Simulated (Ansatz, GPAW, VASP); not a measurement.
# Pb: 3 runs at one level of theory

```
Pb
1.0
     0.00000    2.47502    2.47502
     2.47502    0.00000    2.47502
     2.47502    2.47502    0.00000
Pb
1
Direct
  0.00000 0.00000 0.00000
```

Alike in all runs: task single point; functional PBE; k mesh 9 × 9 × 9; occupations gaussian, width 0.011 eV; no spin polarisation; no spin-orbit coupling. Pressure is positive in compression and, in plane waves, holds the error of the finite cutoff.

| program and potentials | plane-wave cutoff (eV) | notes | pressure (GPa) |
| --- | --- | --- | --- |
| GPAW, GPAW PAW data sets (gpaw-data 1.2.1) | 600 | - | 2.00 |
| Ansatz, all-electron LAPW, scalar-relativistic | - | - | 2.26 |
| VASP, PBE PAW files Pb_d, 520 eV | 520 | - | ? |

**Question.** Estimate from the other rows what the run with VASP, PBE PAW files Pb_d, 520 eV gave.

**Answer.** Pressure 2.17 GPa. The other rows, which needn't bracket it: pressure 2.00 to 2.26.
